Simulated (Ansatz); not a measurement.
**Equation of state of CoO**

```yaml
crystal:
  lattice:
    - [0.00000, 2.13150, 2.13150]
    - [2.13150, 0.00000, 2.13150]
    - [2.13150, 2.13150, 0.00000]
  atoms:
    - { symbol: Co, position: [0.00000, 0.00000, 0.00000] }
    - { symbol: O, position: [0.50000, 0.50000, 0.50000] }
```

The cell is COD entry 1533087, as deposited and not checked against the literature; nothing was relaxed.

Semilocal functionals without U often leave such compounds metallic or with too small a gap, and the real magnetic order may differ.

Other magnetic orders may lie lower; this is the state that the run reached.

Methods: DFT, PBE, all-electron LAPW, scalar-relativistic (Ansatz 0.2.0); DFT, PBE, PAW with Ansatz's default frozen-core files, scalar-relativistic (Ansatz 0.2.0).

For LAPW: a Γ-centred 15×15×15 k mesh, Fermi–Dirac smearing of 0.05 eV, basis error target 0.5 meV/atom, spin-polarised from start moments Co1 2 μB. PAW takes a cutoff of 420 eV at this cell. The Ansatz runs share mesh, smearing and spin set-up. Plane-wave (PAW) pressures include the program's estimate of the Pulay term.

The cell above is scaled evenly, with fractional coordinates and shape held.

(1) Estimate the equilibrium volume and bulk modulus that LAPW (all electrons) gives for this fixed shape.

## Answers

(1) V0 = 9.57 Å³/atom, B0 = 155 GPa, B0′ = 5.0, from a third-order Birch–Murnaghan fit to these pressures:
```tsv
V/V(cell)	V (Å³/atom)	P, LAPW (GPa)	P, PAW (GPa)	moment, LAPW (μB)
0.9405	9.108	8.46	8.52	2.70
0.9800	9.490	1.57	1.64	2.89
1.0000	9.684	-1.82	-1.74	2.94
1.0200	9.878	-5.01	-4.94	2.97
1.0600	10.265	-9.01	-10.62	2.99
```
